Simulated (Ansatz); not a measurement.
# GaAs: the cost of one run

Method: DFT PBE, scalar-relativistic, plane waves, PAW, in Ansatz 0.2.0.

2 further runs of the same task are left out: 2 set aside as unsound or not needed.

**1. The system as given**

The structure is cubic, space group F-43m (No. 216). The conventional cell has a = 5.745 Å, b = 5.745 Å, c = 5.745 Å, α = 90.00°, β = 90.00°, γ = 90.00°. Around Ga (site symmetry -43m) lie 4 As at 2.49 Å. Around As (site symmetry -43m) lie 4 Ga at 2.49 Å.

Structure file:

```xyz
2
Lattice="0.0000 2.8727 2.8727 2.8727 0.0000 2.8727 2.8727 2.8727 0.0000" Properties=species:S:1:pos:R:3 pbc="T T T"
Ga    0.0000    0.0000    0.0000
As    4.3090    4.3090    4.3090
```

This cell was relaxed beforehand with the same method: volume 23.71 Å³/atom, gap on the mesh 0.16 eV.

**2. Relaxing at 3 GPa**

At a set pressure the run lowers the enthalpy E + PV, so the energy alone may rise along the way.

The input, input.yaml:

```yaml
crystal:
  lattice:
    - [0.0, 2.8726922755, 2.8726922755]
    - [2.8726922755, 0.0, 2.8726922755]
    - [2.8726922755, 2.8726922755, 0.0]
  atoms:
    - { symbol: Ga, position: [0.0, 0.0, 0.0] }
    - { symbol: As, position: [0.75, 0.75, 0.75] }
basis:
  ecutwfc: 420
kpoints:
  mp_grid: { grid: [12, 12, 12] }
hamiltonian:
  xc: pbe
scf:
  occupations: { method: gaussian, width: 0.02 }
output:
  forces: true
  stress: true
  eigenvalues: true
relax:
  adjacent_minimum: "off"
  f_tol: 0.001
  max_steps: 60
  cell: { stress_tol: 0.02, p_target: 3.0 }
```

On the command line:

```console
$ ansatz run input.yaml --threads 1 --pin off --max-ram 3072MiB --backend cpu --events-out ev --progress --plain --runs-dir out
```

**Question.** How long does this run take on 1 thread of Intel Xeon at 2.70GHz, shared host, and how much memory does it need?

About 44 s, with a peak of 0.43 GiB.
